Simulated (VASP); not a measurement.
# WSe2 monolayer: G0W0 gap of a sheet against vacuum, part 5 of 5

Wanted: the quasiparticle gap of a sheet of WSe2 monolayer, and how far the repeats disturb it.

VASP 6.6.1, plane waves and PAW; the level of theory is named at each step.

So far, quasiparticle gap on the mesh (eV): step 5 (G0W0, box 11 Å, bands in the sums 208) 2.30; step 8 (G0W0, box 12.5 Å, bands in the sums 232, height 12.5) 2.35; step 11 (G0W0, box 14 Å, bands in the sums 264, height 14) 2.39.

## (14) G0W0, box 18 Å, bands in the sums 336, height 18

This step: G0W0 on PBE, no spin polarisation; plane waves and PAW (W_sv_GW, Se_GW) (VASP 6.6.1).

The input, INCAR:

```
SYSTEM = WSe2
PREC = Accurate
ENCUT = 340
ISMEAR = 0
SIGMA = 0.01
LREAL = .FALSE.
GGA = PE
NBANDS = 336
LASPH = .TRUE.
ALGO = EVGW0
NELMGW = 1
ENCUTGW = 90
NOMEGA = 48
PRECFOCK = Fast
NBANDSGW = 24
LWAVE = .FALSE.
LCHARG = .FALSE.
```

The input, POSCAR:

```
WSe2
1.0
    3.3200000000      0.0000000000      0.0000000000
   -1.6600000000      2.8752043406      0.0000000000
    0.0000000000      0.0000000000     18.0000000000
W Se
1 2
Direct
    0.3333333333      0.6666666667      0.5000000000
    0.6666666667      0.3333333333      0.5930831807
    0.6666666667      0.3333333333      0.4069168193
```

The input, KPOINTS:

```
Automatic mesh
0
Gamma
9 9 1
0 0 0
```

PAW data sets: W_sv_GW and Se_GW (PBE family, release 64).

The run is started by

```sh
> mpirun -np 8 vasp_std
```

The log of the run:

```text
[banner, memory and clock lines left out]
running    8 mpi-ranks, on    1 nodes
[...]
[... a notice as in an earlier step ...]

 [... a notice as in an earlier step ...]

 LDA part: xc-table for (Slater+PW92), standard interpolation
 found WAVECAR, reading the header
 POSCAR, INCAR and KPOINTS ok, starting setup
[...]
reading WAVECAR
 the WAVECAR file was read successfully
 initial charge from wavefunction
 available memory per node:     34.03 GB, setting MAXMEM to     34849

 The Fermi energy was updated, please check that it is located mid-gap
 values below the HOMO (VB) or above the LUMO (CB) will cause erroneous energies
 E-fermi :  -0.3013

 calculate exact exchange contribution
 the WAVEDER file was read successfully
 [... a notice as in an earlier step ...]

energies w=
    0.000    0.000    1.071    0.000    2.139    0.000    3.198    0.000
    4.246    0.000    5.279    0.000    6.296    0.000    7.296    0.000
    8.278    0.000    9.242    0.000   10.189    0.000   11.120    0.000
[...]
total number of BLAS operations       9801.19 Gflops
NQ=   8    0.3333    0.1111    0.0000,
|.........|.........|.........|.........|.........|.........|.........|.........
 performed      12745000 updates of chi_q(r,r)
 total number of BLAS operations      11500.60 Gflops
NQ=   9    0.4444    0.1111    0.0000,
|.........|.........|.........|.........|.........|.........|.........|.........
 performed      14441000 updates of chi_q(r,r)
 total number of BLAS operations      12872.89 Gflops
NQ=  10    0.2222    0.2222    0.0000,
|.........|.........|.........|.........|.........|.........|.........|.........
 performed      16137000 updates of chi_q(r,r)
 total number of BLAS operations      14377.70 Gflops
NQ=  11    0.3333    0.2222    0.0000,
|.........|.........|.........|.........|.........|.........|.........|.........
 performed      18123000 updates of chi_q(r,r)
 total number of BLAS operations      16140.05 Gflops
NQ=  12    0.3333    0.3333    0.0000,
|.........|.........|.........|.........|.........|.........|.........|.........
 performed      19174000 updates of chi_q(r,r)
 total number of BLAS operations      17055.84 Gflops
 resolving degeneracies of screened two electron integrals

 calculate QP shifts <psi_nk| G(iteration)W_0 |psi_nk>: iteration 1
 entering main loop
```

The job ended after 3.7 min (8 MPI ranks of AMD EPYC 9R45, shared host; peak memory 3.6 GiB; 28 min of CPU time).

From OUTCAR (step 14):

```text
 QP shifts <psi_nk| G(iteration)W_0 |psi_nk>: iteration 1
 for sc-GW calculations column KS-energies equals QP-energies in previous step
 and V_xc(KS)=  KS-energies - (<T + V_ion + V_H > + <T+V_H+V_ion>^1  + <V_x>^1)
 k-point   1 :       0.0000    0.0000    0.0000
  band No.  KS-energies  QP-energies   sigma(KS)   V_xc(KS)     V^pw_x(r,r')   Z            occupation Imag(sigma)
    ...
     10      -3.2082      -4.0543     -12.2839     -11.1946     -14.1363       0.7768       2.0000       0.3966
     11      -2.3145      -2.7130     -15.1343     -14.6162     -16.1812       0.7692       2.0000       0.2692
     12      -2.3145      -2.7130     -15.1343     -14.6162     -16.1812       0.7692       2.0000       0.2692
     13      -1.3828      -1.7527     -14.2180     -13.7369     -14.8064       0.7688       2.0000       0.2223
     14       1.8295       2.5702     -13.0744     -14.0287      -9.7057       0.7761       0.0000      -0.3598
     15       1.8295       2.5702     -13.0744     -14.0287      -9.7057       0.7761       0.0000      -0.3598
     16       2.0021       2.7184     -13.0825     -14.0090      -9.7033       0.7731       0.0000      -0.4070
     17       2.0021       2.7184     -13.0825     -14.0090      -9.7033       0.7731       0.0000      -0.4070
    ...

[... 1 part as in an earlier step ...]

[... 2 further parts left out ...]
[key lines of the parts left out:]
E-fermi :  -0.3013
```

The gap is now 2.482 eV, +186 meV against the lowest cell. Of the change against the lowest cell, +0 meV is already in the starting gap. The sheet keeps a typed, unrelaxed lattice constant, and the Coulomb interaction between its repeats isn't cut. Spin-orbit coupling is left out. VASP warns that the automatic setting of its frequency mesh failed and advises more k points, so the value is in doubt.

## (15) Ground state with more vacuum, box 23 Å, height 23

This step: PBE, no spin polarisation; plane waves and PAW (W_sv_GW, Se_GW) (VASP 6.6.1).

The cell is made 23 Å high around the same sheet, and the chain is run again; the band count grows with the volume, so that the sums reach the same energy.

The input, INCAR:

```
SYSTEM = WSe2
PREC = Accurate
ENCUT = 340
EDIFF = 1E-08
NELM = 100
ISMEAR = 0
SIGMA = 0.01
LREAL = .FALSE.
ALGO = Normal
GGA = PE
NBANDS = 19
LASPH = .TRUE.
LORBIT = 11
LWAVE = .TRUE.
LCHARG = .FALSE.
KPAR = 8
```

The input, POSCAR:

```
WSe2
1.0
    3.3200000000      0.0000000000      0.0000000000
   -1.6600000000      2.8752043406      0.0000000000
    0.0000000000      0.0000000000     23.0000000000
W Se
1 2
Direct
    0.3333333333      0.6666666667      0.5000000000
    0.6666666667      0.3333333333      0.5728477066
    0.6666666667      0.3333333333      0.4271522934
```

KPOINTS is that of step 14.

The run is started by

```sh
> mpirun -np 8 vasp_std
```

The log of the run:

```text
[... set-up lines as in an earlier step ...]
 entering main loop
       N       E                     dE             d eps       ncg     rms          rms(c)
DAV:   1     0.205115307433E+03    0.20512E+03   -0.10533E+04   608   0.759E+02
DAV:   2    -0.106999944763E+02   -0.21582E+03   -0.21348E+03   715   0.241E+02
DAV:   3    -0.257440073112E+02   -0.15044E+02   -0.14995E+02   661   0.727E+01
DAV:   4    -0.259780340706E+02   -0.23403E+00   -0.23320E+00   671   0.861E+00
[...]
DAV:  25    -0.236896800330E+02   -0.52708E-07   -0.23702E-10   379   0.722E-05    0.255E-05
DAV:  26    -0.236896800632E+02   -0.30250E-07   -0.10477E-10   337   0.544E-05    0.451E-05
DAV:  27    -0.236896800681E+02   -0.48308E-08   -0.29622E-11   294   0.242E-05
   1 F= -.23689680E+02 E0= -.23689680E+02  d E =-.344874E-40
 writing wavefunctions
```

Elapsed: 11 s, on 8 MPI ranks; peak memory 1.9 GiB; 80 s of CPU time.

Parts of OUTCAR (step 15):

```text
  Total       -0.5002481     -0.5002481     -0.3609531      0.0000000      0.0000000      0.0000000
  in kB       -3.6505760     -3.6505760     -2.6340666      0.0000000      0.0000000      0.0000000
  external PRESSURE =      -3.3117395 kB  Pullay stress =       0.0000000 kB

 POSITION                                       TOTAL-FORCE (eV/Angst)
 -----------------------------------------------------------------------------------
     -0.00000      1.91680     11.50000        -0.000000      0.000000      0.000000
      1.66000      0.95840     13.17550         0.000000     -0.000000      0.074725
      1.66000      0.95840      9.82450         0.000000      0.000000     -0.074725
 -----------------------------------------------------------------------------------
    total drift:                                0.000001     -0.000000     -0.000000

  FREE ENERGIE OF THE ION-ELECTRON SYSTEM (eV)
  ---------------------------------------------------
  free  energy   TOTEN  =       -23.6896800681 eV

  energy  without entropy=      -23.6896800681  energy(sigma->0) =      -23.68968007

[... 1 part as in an earlier step ...]

[... 2 further parts left out ...]
[key lines of the parts left out:]
E-fermi :  -1.8560
```

## (16) Empty bands, box 23 Å, height 23

The empty bands are made again, for the run that follows.

The input, INCAR:

```
SYSTEM = WSe2
PREC = Accurate
ENCUT = 340
ISMEAR = 0
SIGMA = 0.01
LREAL = .FALSE.
GGA = PE
NBANDS = 432
LASPH = .TRUE.
ALGO = Exact
NELM = 1
LWAVE = .TRUE.
LCHARG = .FALSE.
LOPTICS = .TRUE.
NEDOS = 1000
CSHIFT = 0.1
```

POSCAR is that of step 15.

KPOINTS is that of step 15.

The run is started by

```sh
> mpirun -np 8 vasp_std
```

The log of the run:

```text
[banner, memory and clock lines left out]
running    8 mpi-ranks, on    1 nodes
[...]
[... a notice as in an earlier step ...]

 LDA part: xc-table for (Slater+PW92), standard interpolation
 found WAVECAR, reading the header
  number of bands has changed, file:    19 present:   432
  trying to continue reading WAVECAR, but it might fail
 POSCAR, INCAR and KPOINTS ok, starting setup
[...]
reading WAVECAR
 random initialization beyond band           19
 the WAVECAR file was read successfully
 initial charge from wavefunction
 entering main loop
       N       E                     dE             d eps       ncg     rms          rms(c)
DIA:   1    -0.236896800712E+02   -0.23690E+02    0.00000E+00     0   0.000E+00
   1 F= -.23689680E+02 E0= -.23689680E+02  d E =-.149108E-37
 writing wavefunctions
 optical routines
 imaginary and real dielectric function
 recalculating local potential from charge density
 direction            1
 direction            2
 direction            3
```

The job ended after 83 s (8 MPI ranks; peak memory 4 GiB; 10 min of CPU time).

Parts of OUTCAR (step 16):

```text
  Total       -0.5002415     -0.5002415     -0.3609424      0.0000000      0.0000000     -0.0000000
  in kB       -3.6505280     -3.6505280     -2.6339887      0.0000000      0.0000000     -0.0000000
  external PRESSURE =      -3.3116816 kB  Pullay stress =       0.0000000 kB

 POSITION                                       TOTAL-FORCE (eV/Angst)
 -----------------------------------------------------------------------------------
     -0.00000      1.91680     11.50000        -0.000000      0.000000      0.000000
      1.66000      0.95840     13.17550         0.000000      0.000000      0.074724
      1.66000      0.95840      9.82450         0.000000     -0.000000     -0.074724
 -----------------------------------------------------------------------------------
    total drift:                                0.000001     -0.000000     -0.000000

  FREE ENERGIE OF THE ION-ELECTRON SYSTEM (eV)
  ---------------------------------------------------
  free  energy   TOTEN  =       -23.6896800712 eV

  energy  without entropy=      -23.6896800712  energy(sigma->0) =      -23.68968007

[... 1 part as in an earlier step ...]

[... 2 further parts left out ...]
[key lines of the parts left out:]
E-fermi :  -1.8594
```

WAVECAR now holds 432 bands for 26 electrons.

## (17) G0W0, box 23 Å, bands in the sums 432, height 23

This step: G0W0 on PBE, no spin polarisation; plane waves and PAW (W_sv_GW, Se_GW) (VASP 6.6.1).

The input, INCAR:

```
SYSTEM = WSe2
PREC = Accurate
ENCUT = 340
ISMEAR = 0
SIGMA = 0.01
LREAL = .FALSE.
GGA = PE
NBANDS = 432
LASPH = .TRUE.
ALGO = EVGW0
NELMGW = 1
ENCUTGW = 90
NOMEGA = 48
PRECFOCK = Fast
NBANDSGW = 24
LWAVE = .FALSE.
LCHARG = .FALSE.
```

POSCAR is that of step 16.

KPOINTS is that of step 16.

The run is started by

```sh
> mpirun -np 8 vasp_std
```

The log of the run:

```text
[banner, memory and clock lines left out]
running    8 mpi-ranks, on    1 nodes
[...]
[... a notice as in an earlier step ...]

 [... a notice as in an earlier step ...]

 LDA part: xc-table for (Slater+PW92), standard interpolation
 found WAVECAR, reading the header
 POSCAR, INCAR and KPOINTS ok, starting setup
[...]
reading WAVECAR
 the WAVECAR file was read successfully
 initial charge from wavefunction
 available memory per node:     33.49 GB, setting MAXMEM to     34292

 The Fermi energy was updated, please check that it is located mid-gap
 values below the HOMO (VB) or above the LUMO (CB) will cause erroneous energies
 E-fermi :  -1.1772

 calculate exact exchange contribution
 the WAVEDER file was read successfully
 [... a notice as in an earlier step ...]

energies w=
    0.000    0.000    1.072    0.000    2.140    0.000    3.201    0.000
    4.249    0.000    5.283    0.000    6.301    0.000    7.302    0.000
    8.284    0.000    9.249    0.000   10.197    0.000   11.129    0.000
[...]
total number of BLAS operations      20782.36 Gflops
NQ=   8    0.3333    0.1111    0.0000,
|.........|.........|.........|.........|.........|.........|.........|.........
 performed      16451000 updates of chi_q(r,r)
 total number of BLAS operations      24415.14 Gflops
NQ=   9    0.4444    0.1111    0.0000,
|.........|.........|.........|.........|.........|.........|.........|.........
 performed      18639000 updates of chi_q(r,r)
 total number of BLAS operations      27445.39 Gflops
NQ=  10    0.2222    0.2222    0.0000,
|.........|.........|.........|.........|.........|.........|.........|.........
 performed      20827000 updates of chi_q(r,r)
 total number of BLAS operations      30548.93 Gflops
NQ=  11    0.3333    0.2222    0.0000,
|.........|.........|.........|.........|.........|.........|.........|.........
 performed      23389000 updates of chi_q(r,r)
 total number of BLAS operations      34251.06 Gflops
NQ=  12    0.3333    0.3333    0.0000,
|.........|.........|.........|.........|.........|.........|.........|.........
 performed      24748000 updates of chi_q(r,r)
 total number of BLAS operations      36224.57 Gflops
 resolving degeneracies of screened two electron integrals

 calculate QP shifts <psi_nk| G(iteration)W_0 |psi_nk>: iteration 1
 entering main loop
```

Elapsed: 6.1 min, on 8 MPI ranks; peak memory 5.1 GiB; 45 min of CPU time.

Parts of OUTCAR (step 17):

```text
 QP shifts <psi_nk| G(iteration)W_0 |psi_nk>: iteration 1
 for sc-GW calculations column KS-energies equals QP-energies in previous step
 and V_xc(KS)=  KS-energies - (<T + V_ion + V_H > + <T+V_H+V_ion>^1  + <V_x>^1)
 k-point   1 :       0.0000    0.0000    0.0000
  band No.  KS-energies  QP-energies   sigma(KS)   V_xc(KS)     V^pw_x(r,r')   Z            occupation Imag(sigma)
    ...
     10      -4.0840      -4.9780     -12.3439     -11.1946     -14.1286       0.7779       2.0000       0.3932
     11      -3.1903      -3.6415     -15.2021     -14.6162     -16.1820       0.7701       2.0000       0.2667
     12      -3.1903      -3.6415     -15.2021     -14.6162     -16.1820       0.7701       2.0000       0.2667
     13      -2.2587      -2.6798     -14.2841     -13.7371     -14.8051       0.7698       2.0000       0.2195
     14       0.9536       1.7310     -13.0290     -14.0287      -9.7041       0.7776       0.0000      -0.3572
     15       0.9536       1.7310     -13.0290     -14.0287      -9.7041       0.7776       0.0000      -0.3572
     16       1.1262       1.8799     -13.0361     -14.0090      -9.7063       0.7747       0.0000      -0.4038
     17       1.1262       1.8799     -13.0361     -14.0090      -9.7063       0.7747       0.0000      -0.4038
    ...

[... 1 part as in an earlier step ...]

[... 2 further parts left out ...]
[key lines of the parts left out:]
E-fermi :  -1.1772
```

The gap is now 2.568 eV, +272 meV against the lowest cell. Of the change against the lowest cell, +0 meV is already in the starting gap. The sheet keeps a typed, unrelaxed lattice constant, and the Coulomb interaction between its repeats isn't cut. Spin-orbit coupling is left out. VASP warns that the automatic setting of its frequency mesh failed and advises more k points, so the value is in doubt.

## (18) Summary

This step: GW series: G0W0 on PBE; plane waves and PAW (VASP 6.6.1).

This step runs nothing: it gathers the runs above.

Gaps by cell height:

```csv
cell height (Å),bands,Kohn-Sham gap at PBE (eV),quasiparticle gap (eV),direct quasiparticle gap (eV),cost (core minutes)
11,208,1.541,2.296,2.296,14.8
12.5,232,1.541,2.347,2.347,17.47
14,264,1.542,2.387,2.387,20.27
18,336,1.542,2.482,2.482,35.07
23,432,1.541,2.568,2.568,60
```

## (19) What came out

* G0W0 on PBE, 208 bands, ENCUTGW 90 eV, NOMEGA 48, mesh 9×9×1: 1.541 → 2.296 eV

What this shows: G0W0 gives a quasiparticle gap of 2.296 eV on the mesh in the lowest cell, 0.75 eV over the PBE gap on the same mesh. On mesh and path the starting valence top lies at (0.333, 0.333) and the conduction bottom at (0.333, 0.333), so the starting gap is direct. Both points lie on the GW mesh. From a height of 11 to 23 Å the starting gap changes by +0 meV and the G0W0 gap by +272 meV: the repeated sheets screen one another through the long-range Coulomb interaction, which isn't cut here. A line against one over the height, fitted to all points, misses them by up to 11 meV and gives 2.81 eV at infinite height. Fitted without the tallest cell, the line predicts 2.541 eV for it, against 2.568 eV computed. The in-plane mesh is fixed, and for a sheet its error grows with the height, so the extrapolated value isn't the converged gap of the free sheet. Bands, response cutoff and mesh weren't tested for convergence. Spin-orbit coupling is left out; with W and Se in the cell it can split or shift band edges, by an amount that depends on which atoms form them and isn't tested here. VASP warned that the automatic setting of its frequency mesh failed, and advised more k points, in all GW runs. Those values are in doubt. Not tabulated here, as repeats of values shown or as unfit to read for their mesh, reference level or band range: pressures of a box with vacuum or a charge (ground state, ground state with more vacuum, relaxation); gaps (empty bands, relaxation); eps2 curves (empty bands); eps1 curves and static values (empty bands).

[Lines on the potential files, build, host, timing and source positions are cut from VASP's logs without a mark.]

[Logs are printed without paths, hosts, clocks, repeated set-up lines and the standing remarks that a program may print on its own settings, such as how far it seeks lower states.]

[Hosts, paths, dates, database ids (printed as entryN), source tags and the programs' standing remarks are cut or masked in the printed files.]

[Pressures printed for these runs are not shown converged in the cutoff: they can be off by several GPa and have the wrong sign.]
